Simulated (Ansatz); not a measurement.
# HfO2 (P2_1/c) in Ansatz: a series of runs

Aim: see how the results for HfO2 move with the level of theory and the settings. Levels: BLYP, PBE. Tasks: band structure.

Program: Ansatz 0.2.0. These are calculated values, not measurements. Logs are shortened: lines on timing, memory, paths and dates and some standing lists are left out, and cuts for length are marked.

**What was measured.**

From “Temperature dependence of self-trapped exciton luminescence in nanostructured hafnia powder”, 2021, arxiv:2112.02602, for a bulk crystal of HfO2: band gap 5.54 eV (indirect).

The runs below are set against these values where they give the same quantity.

### Step 1. The structure

It takes space group P2_1/c (No. 14, monoclinic). The conventional cell has a = 5.118 Å, b = 5.186 Å, c = 5.284 Å, α = 90.00°, β = 99.35°, γ = 90.00°. Around Hf (site symmetry 1) lie 7 O at 2.03 to 2.25 Å. Around O (site symmetry 1) lie 3 Hf at 2.03 to 2.12 Å. O (site symmetry 1) has 4 Hf at 2.14 to 2.25 Å as nearest neighbours.

### Step 2. Band structure, BLYP

The input, input.yaml:

```yaml
crystal:
  lattice:
    - [5.118, 0.0, 0.0]
    - [0.0, 5.1857, 0.0]
    - [-0.8586630598, 0.0, 5.2138671406]
  atoms:
    - { symbol: Hf, position: [0.2755, 0.4603, 0.708] }
    - { symbol: Hf, position: [0.7245, 0.9603, 0.792] }
    - { symbol: Hf, position: [0.7245, 0.5397, 0.292] }
    - { symbol: Hf, position: [0.2755, 0.0397, 0.208] }
    - { symbol: O, position: [0.0742, 0.1684, 0.8467] }
    - { symbol: O, position: [0.9258, 0.6684, 0.6533] }
    - { symbol: O, position: [0.9258, 0.8316, 0.1533] }
    - { symbol: O, position: [0.0742, 0.3316, 0.3467] }
    - { symbol: O, position: [0.4487, 0.7419, 0.9801] }
    - { symbol: O, position: [0.5513, 0.2419, 0.5199] }
    - { symbol: O, position: [0.5513, 0.2581, 0.0199] }
    - { symbol: O, position: [0.4487, 0.7581, 0.4801] }
hamiltonian:
  xc: blyp
  pseudopotentials: { kind: paw }
kpoints:
  mp_grid: { grid: [5, 5, 5] }
  band_path:
    path:
      - [[0.0, 0.0, 0.0], [0.0, 0.0, 0.5], [-0.4327310173, 0.0, 0.5726006525], [-0.5, 0.0, 0.5], [-0.5, 0.5, 0.5], [-0.5672689827, 0.5, 0.4273993475], [-0.5, 0.5, 0.0], [-0.5, 0.0, 0.0], [-0.5672689827, 0.0, 0.4273993475]]
      - [[-0.4327310173, 0.5, 0.5726006525], [0.0, 0.5, 0.5], [0.0, 0.5, 0.0]]
      - [[0.0, 0.0, 0.5], [0.0, 0.5, 0.5]]
    npoints: 10
scf:
  occupations: { method: fermi_dirac, width: 0.05 }
  n_extra_bands: 30
output:
  forces: true
  stress: true
  eigenvalues: true
  fatbands: false
```

Potentials or basis: Ansatz PAW.

Command:

```bash
$ ansatz run input.yaml --threads 4 --pin off --max-ram 11264MiB --backend cpu --events-out ev --progress --plain --runs-dir out
```

The log of the run:

```text
Warning: RAYON_NUM_THREADS=4 ignored (pool sized by the plan → 4); use --threads N
scf.n_extra_bands = 30 over 76 filled bands (N_el = 152.0): the run solves 106 bands
Engine: ansatz 0.2.0, x86_64-unknown-linux-gnu
Pseudopotentials: kind: paw
Pseudopotential: Hf, paw, valence charge 26, recommended cutoff 420 eV (normal), Hf.paw.azcp
Pseudopotential: O, paw, valence charge 6, recommended cutoff 420 eV (normal), O.paw.azcp
Functional definition: BLYP
  parameter beta = 0.0042
  parameter a = 0.04918
  parameter b = 0.132
  parameter c = 0.2533
  parameter d = 0.349
  exchange = b88_x(beta = beta)
  correlation = lyp_c(a = a, b = b, c = c, d = d)
Crystal: 12 atoms, lattice volume = 138.378 Å³
Basis set: ecut = 420 eV, 2699 PW (Γ), exchange–correlation on 72×72×72 points (8 copies of the dense FFT grid, shifted against one another)
Bands: 106, of which v1, the nominal top of the filled ones, is band 76 counted from 1 (75 counted from 0)
Symmetry: 4 space group operations
Space group: P21/c (ITA 14), of the structure as read, at distance tolerance 5.2e-5 Å
k-points: 39 of 125
Non-local potential: Hf, projectors of the file, l = 0: 3, l = 1: 2, l = 2: 2, l = 3: 3
Non-local potential: O, projectors of the file, l = 0: 2, l = 1: 2, l = 2: 1
PAW form: soft (Blöchl's): semilocal exchange-correlation on the pseudo side does not see the compensation charge
PAW frozen core: Hf, regenerated for the run's functional, and the local potential with it (the file was generated under x = pbe(κ = 0.804, μ = 0.2195149727645171), c = pbe(β = 0.06672455060314922))
PAW frozen core: O, regenerated for the run's functional, and the local potential with it (the file was generated under x = pbe(κ = 0.804, μ = 0.2195149727645171), c = pbe(β = 0.06672455060314922))
PAW one-centre angular grid: Hf, 590 points (default); XC on 64 Gauss nodes
PAW one-centre angular grid: O, 110 points (default); XC on 64 Gauss nodes
Initial density: superposition of atomic densities (neutral atoms: chi_scale 0, normalization atom), corrected by the library's trained network
Initial wavefunctions: pseudopotential atomic-orbital guess
Functional: x = b88, c = lyp
SCF iter   1: F=—  HF=-67558.299339 eV  |F-HF|=—  |Δ(HF+E_count)|=         —  Δρ=2.23e-2  dr2=4.91e-1  ethr=1.77e-3  ⟨swp⟩=5.0  Hψ=13287  notcnv=0  defer=587
preconditioner: auto → Resta (q_TF=auto, 2.771 Å⁻¹)  ε∞=4.3  [insulator: Δε(μ)=4.506 eV  Ē_g=20.809 eV  σ=0.050 eV  W_gap=1.00  n_scr=52 (ndim 8)  ℏωp=37.9 eV  f_vac=0.076  D(μ)=0.00/eV (n_scr^D=0)  ε∞_Penn≈4.3]
SCF iter   2: F=—  HF=-67558.169543 eV  |F-HF|=—  |Δ(HF+E_count)|=   1.30e-1  Δρ=3.77e-3  dr2=1.45e-2  ethr=3.23e-4  ⟨swp⟩=2.0  Hψ=7215  notcnv=0  defer=933
SCF iter   3: F=—  HF=-67558.166557 eV  |F-HF|=—  |Δ(HF+E_count)|=   2.99e-3  Δρ=1.37e-3  dr2=1.48e-3  ethr=9.55e-6  ⟨swp⟩=2.0  Hψ=5521  notcnv=0  defer=933
SCF iter   4: F=—  HF=-67558.166864 eV  |F-HF|=—  |Δ(HF+E_count)|=   3.07e-4  Δρ=6.74e-4  dr2=4.92e-4  ethr=9.75e-7  ⟨swp⟩=2.0  Hψ=5591  notcnv=0  defer=933
SCF iter   5: F=—  HF=-67558.166947 eV  |F-HF|=—  |Δ(HF+E_count)|=   8.24e-5  Δρ=1.19e-4  dr2=1.89e-5  ethr=3.24e-7  ⟨swp⟩=2.0  Hψ=5989  notcnv=0  defer=933
SCF iter   6: F=—  HF=-67558.166946 eV  |F-HF|=—  |Δ(HF+E_count)|=   1.84e-7  Δρ=3.66e-5  dr2=1.66e-6  ethr=1.24e-8  ⟨swp⟩=2.0  Hψ=6165  notcnv=0  defer=933
SCF iter   7: F=—  HF=-67558.166947 eV  |F-HF|=—  |Δ(HF+E_count)|=   2.86e-7  Δρ=3.30e-5  dr2=1.20e-6  ethr=1.09e-9  ⟨swp⟩=2.0  Hψ=5557  notcnv=0  defer=933
SCF iter   8: F=-67558.166947 eV  HF=-67558.166947 eV  |F-HF|=1.07e-8  |Δ(HF+E_count)|=   2.31e-7  Δρ=5.63e-6  dr2=3.88e-8  ethr=6.58e-11  ⟨swp⟩=9.0  Hψ=22541  notcnv=0
SCF 1 converged in 8 iterations: F = -67558.166947 eV  dr2 = 3.88e-8
NSCF: frozen V_eff on 113 k-points
SCF converged after 8 iterations
Free energy (F): -67558.166947 eV
Harris-Foulkes:  -67558.166947 eV  (|F-HF|=1.07e-8)
Internal energy: -67558.166947 eV  (E = F + TS)
E sigma→0 (E₀):  -67558.166947 eV
Fermi energy:    16.577544 eV
--- Per-component energies (eV) ---
  E_band       = 62.746176
  E_kinetic    = 3096.976612
  E_local      = -24602.806060  (includes V_loc(G=0)·N_el)
  E_nonlocal   = -4586.279559
  E_hartree    = 11264.938597
  E_xc         = -1778.223833
  E_vxc        = -1794.740213  (∫ρ·V_xc dr)
  E_paw        = -29107.779783  (= ΣΔE_a)
  E_vpaw       = 5419.700771  (= ΣTr[D̂ρ^β])
  E_aug_tail   = 0.020366  (compensation charges beyond the density's cutoff)
  E_ewald      = -21845.361851
  E_core_change = 0.348565  (= ΣΔE_core)
  E_smearing   = -0.000000  (= −TS)
  E_closure    = -0.000000  (closes the sum)
  Σ components = -67558.166947   (vs F -67558.166947, Δ=0.00e0)
--- Forces (eV/Å), atoms counted from 1 ---
  atom   1  Hf     0.18978692     0.07429922     0.12721071
  atom   2  Hf    -0.18978692     0.07429922    -0.12721071
  atom   3  Hf    -0.18978692    -0.07429922    -0.12721071
  atom   4  Hf     0.18978692    -0.07429922     0.12721071
  atom   5  O     -0.44637886    -0.16204880    -0.21379282
  atom   6  O      0.44637886    -0.16204880     0.21379282
  atom   7  O      0.44637886     0.16204880     0.21379282
  atom   8  O     -0.44637886     0.16204880    -0.21379282
  atom   9  O     -0.21589652     0.02929949    -0.07485971
  atom  10  O      0.21589652     0.02929949     0.07485971
  atom  11  O      0.21589652    -0.02929949     0.07485971
  atom  12  O     -0.21589652    -0.02929949    -0.07485971
  max |Σ_I F_I| component: 5.55e-17 eV/Å
--- Stress (GPa, compression-positive) ---
       12.067855       0.000000       0.758463
        0.000000      11.189358       0.000000
        0.758463       0.000000      12.875071
  P = ⅓ Tr σ = 12.0441 GPa (120.441 kbar)
--- Band table (eV; the first three rows and the last of 39) ---
  k-point 0: bands = ["-45.9371", "-45.9179", "-45.9144", "-45.9137", "-15.0100", "-14.9839", "-14.9544", "-14.7688", "-14.7046", "-14.6615", "-14.6462", "-14.6056", "-14.5763", "-14.5728", "-14.5175", "-14.4686", "-3.5165", "-2.1997", "-2.0405", "-2.0388", "-1.5569", "-1.5422", "-1.4408", "-1.3188", "4.2447", "4.2548", "4.2549", "4.2553", "4.2609", "4.2662", "4.2711", "4.2711", "4.2750", "4.2758", "4.2774", "4.2820", "4.2823", "4.2841", "4.2890", "4.2930", "4.2960", "4.2976", "4.2983", "4.3011", "4.3045", "4.3123", "4.3152", "4.3245", "4.3335", "4.3452", "4.3551", "4.3947", "9.0951", "9.1873", "9.7140", "9.8857", "9.9939", "10.3431", "11.1528", "11.4160", "11.5658", "11.7247", "11.8243", "11.9317", "12.5154", "12.6070", "12.6656", "12.6718", "12.9002", "13.3452", "13.4244", "13.4802", "13.9556", "13.9736", "14.3083", "14.4546", "19.0639", "19.6019", "19.7746", "19.9981", "20.1639", "20.4288", "20.8195", "20.9054", "21.0705", "21.1647", "21.8046", "21.8340", "22.0239", "22.4188", "22.9542", "23.3750", "23.5423", "23.8496", "24.6660", "24.8242", "25.4249", "27.0516", "27.0609", "27.1318", "28.1666", "28.3541", "29.0060", "29.2082", "29.2329", "29.5571"]
  k-point 1: bands = ["-45.9351", "-45.9193", "-45.9144", "-45.9143", "-14.9842", "-14.9450", "-14.9366", "-14.7947", "-14.7260", "-14.6542", "-14.6428", "-14.6261", "-14.5785", "-14.5641", "-14.5238", "-14.5051", "-3.3625", "-2.1553", "-2.0904", "-2.0286", "-1.6524", "-1.5473", "-1.5002", "-1.3467", "4.2436", "4.2500", "4.2559", "4.2579", "4.2588", "4.2663", "4.2714", "4.2736", "4.2752", "4.2766", "4.2779", "4.2795", "4.2818", "4.2865", "4.2882", "4.2920", "4.2946", "4.2978", "4.2983", "4.3047", "4.3063", "4.3079", "4.3207", "4.3225", "4.3329", "4.3441", "4.3522", "4.3851", "9.2109", "9.3901", "9.9532", "9.9631", "10.1768", "10.4365", "10.9786", "11.3039", "11.3484", "11.6657", "11.8787", "12.0159", "12.2575", "12.4688", "12.6700", "12.8496", "12.9446", "13.1225", "13.2513", "13.6369", "13.6894", "13.9239", "14.1866", "14.3202", "19.1177", "19.5305", "19.5914", "20.0755", "20.3839", "20.4506", "20.9838", "21.0099", "21.3127", "21.3143", "21.5617", "21.8679", "22.3013", "22.5454", "22.8251", "23.4457", "23.5282", "23.9288", "24.4612", "24.8475", "25.2871", "26.1844", "27.1366", "27.5497", "28.3160", "28.4193", "28.9605", "29.1946", "29.2059", "29.9112"]
  k-point 2: bands = ["-45.9301", "-45.9239", "-45.9146", "-45.9146", "-14.9135", "-14.8941", "-14.8641", "-14.8237", "-14.8046", "-14.7045", "-14.6233", "-14.6174", "-14.5939", "-14.5695", "-14.5514", "-14.5385", "-2.9542", "-2.4441", "-2.0528", "-2.0001", "-1.6616", "-1.6149", "-1.5605", "-1.4418", "4.2423", "4.2442", "4.2578", "4.2590", "4.2614", "4.2679", "4.2697", "4.2707", "4.2735", "4.2764", "4.2780", "4.2818", "4.2844", "4.2855", "4.2876", "4.2901", "4.2915", "4.2972", "4.2982", "4.2992", "4.3117", "4.3150", "4.3271", "4.3296", "4.3345", "4.3402", "4.3459", "4.3610", "9.5658", "9.9451", "9.9560", "10.2473", "10.5503", "10.6764", "10.8333", "10.9087", "11.0235", "11.6749", "11.8211", "11.8930", "12.0413", "12.3684", "12.3689", "12.8240", "12.8502", "13.0595", "13.2111", "13.5414", "13.7579", "13.7961", "13.9018", "14.0837", "19.2258", "19.3569", "19.6535", "19.8293", "20.5737", "20.6549", "21.1767", "21.1987", "21.2913", "21.3689", "22.0210", "22.1597", "22.2693", "22.6864", "23.1736", "23.4388", "23.5175", "23.9471", "24.1507", "24.7336", "25.0901", "25.1469", "27.4503", "27.9057", "28.4313", "28.5651", "28.6983", "28.9669", "29.6302", "30.2397"]
  k-point 38: bands = ["-45.9270", "-45.9239", "-45.9168", "-45.9154", "-14.9752", "-14.9496", "-14.9036", "-14.8642", "-14.7399", "-14.6796", "-14.6264", "-14.5963", "-14.5704", "-14.5604", "-14.5258", "-14.5076", "-2.7683", "-2.4918", "-2.1351", "-2.0952", "-1.7093", "-1.6393", "-1.4474", "-1.4340", "4.2484", "4.2549", "4.2562", "4.2590", "4.2630", "4.2671", "4.2688", "4.2724", "4.2747", "4.2788", "4.2794", "4.2815", "4.2835", "4.2849", "4.2896", "4.2913", "4.2952", "4.2956", "4.2979", "4.3000", "4.3090", "4.3103", "4.3142", "4.3182", "4.3280", "4.3313", "4.3495", "4.3664", "9.7686", "9.9964", "10.1438", "10.3198", "10.4429", "10.5332", "10.6944", "10.8193", "11.3108", "11.6632", "11.8163", "12.0507", "12.1675", "12.2548", "12.6444", "12.8609", "12.9146", "13.1924", "13.2739", "13.3048", "13.5280", "13.5848", "13.6918", "13.8486", "19.1965", "19.3293", "19.7251", "19.9547", "20.3345", "20.3890", "20.6920", "20.8514", "21.0257", "21.3213", "21.8954", "22.1576", "22.5197", "22.6391", "23.2223", "23.7533", "23.9254", "24.3311", "24.5199", "24.9347", "25.3329", "25.8584", "26.0747", "26.6337", "27.3294", "27.5878", "28.0461", "28.4458", "30.4390", "30.6829"]
```

Run time: 47 s. Hardware: 4 threads of Intel Xeon at 2.50GHz (Skylake/Cascade Lake), shared host; peak memory 1.1 GiB.

What came out:

* Free energy: -67558.1669 eV
* Pressure: 12.0 GPa
* Largest force: 0.521 eV/Å
* Band gap on the k mesh: 4.24 eV, indirect (least direct gap 4.30 eV)
* Band gap along the path: 4.19 eV, indirect (least direct gap 4.26 eV)

Forces on the atoms (eV/Å):
```
Hf   0.190  0.074  0.127
Hf  -0.190  0.074 -0.127
Hf  -0.190 -0.074 -0.127
Hf   0.190 -0.074  0.127
O   -0.446 -0.162 -0.214
O    0.446 -0.162  0.214
O    0.446  0.162  0.214
O   -0.446  0.162 -0.214
O   -0.216  0.029 -0.075
O    0.216  0.029  0.075
O    0.216 -0.029  0.075
O   -0.216 -0.029 -0.075
```

Levels at the corners of the path, in eV from the valence-band top:
| point | band 74 | band 75 | band 76 | band 77 | band 78 | band 79 |
| --- | --- | --- | --- | --- | --- | --- |
| Γ | -0.48 | -0.15 | 0.00 | 4.61 | 5.15 | 5.32 |
| Y | -0.78 | -0.46 | -0.46 | 4.84 | 4.84 | 5.27 |
| H | -0.71 | -0.63 | -0.34 | 4.41 | 4.61 | 5.49 |
| C | -0.92 | -0.49 | -0.49 | 4.50 | 4.50 | 5.59 |
| E | -0.99 | -0.70 | -0.70 | 4.67 | 4.67 | 5.37 |
| M1 | -0.98 | -0.67 | -0.67 | 4.68 | 4.68 | 5.39 |
| A | -0.85 | -0.56 | -0.56 | 4.89 | 4.89 | 5.33 |
| X | -0.54 | -0.47 | -0.09 | 4.19 | 5.21 | 5.29 |
| H1 | -0.71 | -0.63 | -0.34 | 4.41 | 4.61 | 5.49 |
| M | -0.98 | -0.67 | -0.67 | 4.68 | 4.68 | 5.39 |
| D | -0.89 | -0.59 | -0.59 | 5.03 | 5.03 | 5.17 |
| Z | -0.78 | -0.41 | -0.41 | 5.16 | 5.16 | 5.62 |
| Y | -0.78 | -0.46 | -0.46 | 4.84 | 4.84 | 5.27 |
| D | -0.89 | -0.59 | -0.59 | 5.03 | 5.03 | 5.17 |

Caveat: the k mesh misses the band edges, so the gap on the mesh is wider than the one along the path; the pressure holds a Pulay correction of +0.9 GPa for the finite cutoff; spin-orbit coupling is left out, which moves the levels of the heavy elements; the PAW data sets come from PBE, with cores solved anew for the run's functional, which leaves a small shift of forces and pressure.

### Step 3. Band structure, PBE

Edit input.yaml of step 2 so:

```diff
@@ -19,3 +19,3 @@
 hamiltonian:
-  xc: blyp
+  xc: pbe
   pseudopotentials: { kind: paw }
@@ -37 +37,5 @@
   fatbands: false
+  write_density: true
+  write_potential: true
+  elf: true
+  volumetric_format: npy
```

Potentials or basis: Ansatz PAW.

Command:

```bash
$ ansatz run input.yaml --threads 4 --pin off --max-ram 11264MiB --backend cpu --events-out ev --progress --plain --runs-dir out
```

Wall time 47 s (4 threads of Intel Xeon at 2.50GHz (Skylake/Cascade Lake), shared host); peak memory 1.3 GiB.

Results (log left out):

```
Free energy             : -67446.6313 eV
Pressure                : 5.9 GPa
Largest force           : 0.482 eV/Å
Band gap on the k mesh  : 4.21 eV, indirect (least direct gap 4.27 eV)
Band gap along the path : 4.15 eV, indirect (least direct gap 4.22 eV)
```

Forces in eV/Å, atoms in the order of the input:
```
Hf   0.206  0.006  0.092
Hf  -0.206  0.006 -0.092
Hf  -0.206 -0.006 -0.092
Hf   0.206 -0.006  0.092
O   -0.415 -0.183 -0.162
O    0.415 -0.183  0.162
O    0.415  0.183  0.162
O   -0.415  0.183 -0.162
O   -0.153  0.031 -0.074
O    0.153  0.031  0.074
O    0.153 -0.031  0.074
O   -0.153 -0.031 -0.074
```

Stress tensor (GPa, compression positive):
```
5.84 0.00 0.47
0.00 5.22 0.00
0.47 0.00 6.53
```

Levels at the corners of the path, in eV from the valence-band top:
| point | band 72 | band 73 | band 74 | band 75 | band 76 | band 77 | band 78 | band 79 | band 80 | band 81 |
| --- | --- | --- | --- | --- | --- | --- | --- | --- | --- | --- |
| Γ | -0.99 | -0.49 | -0.48 | -0.14 | 0.00 | 4.58 | 5.15 | 5.33 | 5.55 | 5.72 |
| Y | -0.99 | -0.79 | -0.79 | -0.47 | -0.47 | 4.83 | 4.83 | 5.27 | 5.27 | 6.20 |
| H | -1.04 | -1.03 | -0.72 | -0.63 | -0.35 | 4.38 | 4.59 | 5.49 | 5.62 | 5.70 |
| C | -1.23 | -0.93 | -0.93 | -0.49 | -0.49 | 4.47 | 4.47 | 5.59 | 5.59 | 5.78 |
| E | -1.19 | -1.00 | -1.00 | -0.71 | -0.71 | 4.64 | 4.64 | 5.34 | 5.34 | 5.73 |
| M1 | -1.24 | -0.99 | -0.99 | -0.68 | -0.68 | 4.66 | 4.66 | 5.38 | 5.38 | 5.70 |
| A | -1.34 | -0.85 | -0.85 | -0.56 | -0.56 | 4.87 | 4.87 | 5.33 | 5.33 | 6.09 |
| X | -0.82 | -0.66 | -0.53 | -0.47 | -0.09 | 4.15 | 5.20 | 5.29 | 5.32 | 5.88 |
| H1 | -1.04 | -1.03 | -0.72 | -0.63 | -0.35 | 4.38 | 4.59 | 5.49 | 5.62 | 5.70 |
| M | -1.24 | -0.99 | -0.99 | -0.68 | -0.68 | 4.66 | 4.66 | 5.38 | 5.38 | 5.70 |
| D | -0.90 | -0.90 | -0.90 | -0.59 | -0.59 | 5.02 | 5.02 | 5.17 | 5.17 | 5.96 |
| Z | -1.05 | -0.78 | -0.78 | -0.41 | -0.41 | 5.14 | 5.14 | 5.63 | 5.63 | 5.98 |
| Y | -0.99 | -0.79 | -0.79 | -0.47 | -0.47 | 4.83 | 4.83 | 5.27 | 5.27 | 6.20 |
| D | -0.90 | -0.90 | -0.90 | -0.59 | -0.59 | 5.02 | 5.02 | 5.17 | 5.17 | 5.96 |

Caveat: the k mesh misses the band edges, so the gap on the mesh is wider than the one along the path; the pressure holds a Pulay correction of +0.8 GPa for the finite cutoff; spin-orbit coupling is left out, which moves the levels of the heavy elements.

### Step 4. Against experiment

Step 2. A measured gap of HfO2 is 5.54 eV (indirect; quoted in “Temperature dependence of self-trapped exciton luminescence in nanostructured hafnia powder”, 2021, arxiv:2112.02602); the calculated 4.19 eV misses it by -1.35 eV. Spin-orbit coupling on Hf is left out. The value is that of BLYP, without temperature or zero-point motion. Semilocal functionals fall short of measured gaps as a rule.

Step 3. Against the measured gap of HfO2, 5.54 eV (indirect; quoted in “Temperature dependence of self-trapped exciton luminescence in nanostructured hafnia powder”, 2021, arxiv:2112.02602), the calculated 4.15 eV is off by -1.39 eV. Spin-orbit coupling on Hf is left out. The value is that of PBE, without temperature or zero-point motion. Semilocal functionals fall short of measured gaps as a rule.
